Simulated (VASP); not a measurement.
**NaCl (zincblende): a GW calculation on PBE orbitals in VASP**

INCAR, step 1 (ground state)

```
ISMEAR = 0
PREC = Accurate
LCHARG = .FALSE.
LASPH = .TRUE.
SIGMA = 0.01
GGA = PE
EDIFF = 1E-7
LREAL = .FALSE.
ENCUT = 400
NELM = 120
LWAVE = .TRUE.
```

INCAR, step 2 (empty bands)

```
ALGO = Exact
ISTART = 1
PREC = Accurate
GGA = PE
EDIFF = 1E-7
LREAL = .FALSE.
LWAVE = .TRUE.
LOPTICS = .TRUE.
LCHARG = .FALSE.
LASPH = .TRUE.
ISMEAR = 0
NELM = 1
ENCUT = 400
NBANDS = 183
SIGMA = 0.01
```

INCAR, step 3 (GW)

```
ISTART = 1
EDIFF = 1E-7
NBANDS = 183
ALGO = EVGW0
NBANDSGW = 16
PREC = Accurate
ENCUT = 400
ENCUTGW = 120
LWAVE = .FALSE.
SIGMA = 0.01
NELMGW = 1
ISMEAR = 0
NOMEGA = 64
LASPH = .TRUE.
LCHARG = .FALSE.
LREAL = .FALSE.
PRECFOCK = Fast
GGA = PE
ENCUTGWSOFT = 120
NELM = 120
```

KPOINTS

```
KPOINTS created by Atomic Simulation Environment
0
Gamma
4 4 4
0 0 0
```

POSCAR

```
Na Cl
 1.0000000000000000
     0.0000000000000000    3.0872728252856900    3.0872728252856900
     3.0872728252856900    0.0000000000000000    3.0872728252856900
     3.0872728252856900    3.0872728252856900   -0.0000000000000000
 Na  Cl
   1   1
Cartesian
  0.0000000000000000  0.0000000000000000  0.0000000000000000
  1.5436364126428450  1.5436364126428450  1.5436364126428450
```

VASP ran with the GW set of PAW datasets (16 valence electrons in the cell).

From OUTCAR

```
k-points           NKPTS =      8   k-points in BZ     NKDIM =     64   number of bands    NBANDS=    183

   NELECT =      16.0000    total number of electrons

   dimension x,y,z NGX =    28 NGY =   28 NGZ =   28
   dimension x,y,z NGXF=    56 NGYF=   56 NGZF=   56

  energy-cutoff  :      400.00
  volume of cell :       58.85
      direct lattice vectors                 reciprocal lattice vectors
     0.000000000  3.087272825  3.087272825    -0.161955236  0.161955236  0.161955236
     3.087272825  0.000000000  3.087272825     0.161955236 -0.161955236  0.161955236
     3.087272825  3.087272825  0.000000000     0.161955236  0.161955236 -0.161955236

 k-points in reciprocal lattice and weights: KPOINTS created by Atomic Simulation Env
   0.00000000  0.00000000  0.00000000       0.016
   0.25000000  0.00000000  0.00000000       0.125
   0.50000000  0.00000000  0.00000000       0.062
   0.25000000  0.25000000  0.00000000       0.094
   0.50000000  0.25000000  0.00000000       0.375
  -0.25000000  0.25000000  0.00000000       0.188
   0.50000000  0.50000000  0.00000000       0.047
  -0.25000000  0.50000000  0.25000000       0.094

 QP shifts <psi_nk| G(iteration)W_0 |psi_nk>: iteration 1
 for sc-GW calculations column KS-energies equals QP-energies in previous step
 and V_xc(KS)=  KS-energies - (<T + V_ion + V_H > + <T+V_H+V_ion>^1  + <V_x>^1)

 k-point   1 :       0.0000    0.0000    0.0000
  band No.  KS-energies  QP-energies   sigma(KS)   V_xc(KS)     V^pw_x(r,r')   Z            occupation Imag(sigma)

      1     -51.2154     -61.0024     -41.7030     -29.2739     -49.1178       0.7874       2.0000       0.3963
      2     -23.1561     -29.2677     -35.7876     -28.3003     -41.2995       0.8163       2.0000       0.1662
      3     -23.1561     -29.2677     -35.7876     -28.3003     -41.2995       0.8163       2.0000       0.1662
      4     -23.1561     -29.2677     -35.7876     -28.3003     -41.2995       0.8163       2.0000       0.1662
      5     -14.6748     -16.2504     -17.3949     -15.1521     -24.3520       0.7025       2.0000       1.4610
      6      -2.5548      -4.7789     -16.9146     -14.1264     -18.6355       0.7977       2.0000       0.1330
      7      -2.5548      -4.7789     -16.9146     -14.1264     -18.6355       0.7977       2.0000       0.1330
      8      -2.5548      -4.7789     -16.9146     -14.1264     -18.6355       0.7977       2.0000       0.1330
      9       2.3912       3.2341      -5.3320      -6.3032      -2.8560       0.8678       0.0000      -0.1052
     10       8.6037      10.1202      -6.6554      -8.4460      -3.8003       0.8470       0.0000      -0.1403
     11       8.6037      10.1202      -6.6554      -8.4460      -3.8003       0.8470       0.0000      -0.1403
     12       8.6037      10.1202      -6.6554      -8.4460      -3.8003       0.8470       0.0000      -0.1403
     13      10.3270      11.9777      -6.6455      -8.6157      -3.5650       0.8378       0.0000      -0.1699
     14      10.3270      11.9777      -6.6455      -8.6157      -3.5650       0.8378       0.0000      -0.1699
     15      12.8942      13.6857      -4.4177      -5.3527      -1.2635       0.8466       0.0000      -0.3664
     16      12.8942      13.6857      -4.4177      -5.3527      -1.2635       0.8466       0.0000      -0.3664

 k-point   2 :       0.2500    0.0000    0.0000
  band No.  KS-energies  QP-energies   sigma(KS)   V_xc(KS)     V^pw_x(r,r')   Z            occupation Imag(sigma)

      1     -51.2155     -60.9350     -41.7024     -29.2745     -49.1175       0.7821       2.0000       0.3962
      2     -23.1640     -29.2069     -35.7584     -28.2702     -41.2742       0.8070       2.0000       0.1735
      3     -23.1570     -29.2632     -35.7823     -28.2975     -41.2940       0.8158       2.0000       0.1664
      4     -23.1570     -29.2632     -35.7823     -28.2975     -41.2940       0.8158       2.0000       0.1664
      5     -14.6037     -16.1794     -17.5110     -15.2778     -24.4525       0.7056       2.0000       1.4360
      6      -3.1478      -5.4602     -15.9937     -13.0807     -17.7270       0.7938       2.0000       0.1450
      7      -2.6020      -4.8379     -16.8859     -14.0819     -18.6149       0.7974       2.0000       0.1340
      8      -2.6020      -4.8379     -16.8859     -14.0819     -18.6149       0.7974       2.0000       0.1340
      9       3.6004       4.5326      -5.9558      -7.0426      -3.4295       0.8577       0.0000      -0.1125
     10       7.4820       8.7538      -6.1663      -7.6669      -3.3804       0.8475       0.0000      -0.1422
     11       8.5653       9.9713      -6.2146      -7.8719      -3.3763       0.8484       0.0000      -0.1445
     12       8.5653       9.9713      -6.2146      -7.8719      -3.3763       0.8484       0.0000      -0.1445
     13      10.1278      11.6714      -6.5172      -8.3572      -3.4633       0.8389       0.0000      -0.1747
     14      10.1278      11.6714      -6.5172      -8.3572      -3.4633       0.8389       0.0000      -0.1747
     15      11.4759      12.2840      -4.5233      -5.4792      -1.4597       0.8454       0.0000      -0.2792
     16      15.1857      16.3854      -5.5946      -7.0119      -2.0767       0.8464       0.0000      -0.4710

 k-point   3 :       0.5000    0.0000    0.0000
  band No.  KS-energies  QP-energies   sigma(KS)   V_xc(KS)     V^pw_x(r,r')   Z            occupation Imag(sigma)

      1     -51.2153     -61.0111     -41.7004     -29.2747     -49.1157       0.7883       2.0000       0.3962
      2     -23.1711     -29.1728     -35.7210     -28.2403     -41.2405       0.8023       2.0000       0.1805
      3     -23.1576     -29.2531     -35.7770     -28.2945     -41.2884       0.8146       2.0000       0.1666
      4     -23.1576     -29.2531     -35.7770     -28.2945     -41.2884       0.8146       2.0000       0.1666
      5     -14.5312     -16.1049     -17.6289     -15.4071     -24.5555       0.7083       2.0000       1.4106
      6      -3.6117      -6.0215     -15.5427     -12.5032     -17.3396       0.7928       2.0000       0.1598
      7      -2.6477      -4.8931     -16.8607     -14.0408     -18.5985       0.7963       2.0000       0.1352
      8      -2.6477      -4.8931     -16.8607     -14.0408     -18.5985       0.7963       2.0000       0.1352
      9       5.0198       6.1285      -5.6215      -6.9090      -2.9884       0.8611       0.0000      -0.1174
     10       6.3652       7.3068      -6.2331      -7.3600      -3.4923       0.8355       0.0000      -0.1565
     11       8.0532       9.3654      -5.8922      -7.4367      -3.1321       0.8496       0.0000      -0.1379
     12       8.0532       9.3654      -5.8922      -7.4367      -3.1321       0.8496       0.0000      -0.1379
     13      11.8259      12.6749      -4.7437      -5.7534      -1.5929       0.8408       0.0000      -0.2960
     14      12.1055      14.0487      -7.7099     -10.0554      -4.3119       0.8285       0.0000      -0.2211
     15      12.1055      14.0487      -7.7099     -10.0554      -4.3119       0.8285       0.0000      -0.2211
     16      12.8879      14.8104      -7.7020     -10.0170      -4.1461       0.8304       0.0000      -0.2901

 ...
```

```
PBE gap on the mesh  : 4.95 eV
G₀W₀ gap on the mesh : 8.01 eV
```

These GW values are short of the basis and mesh limit.
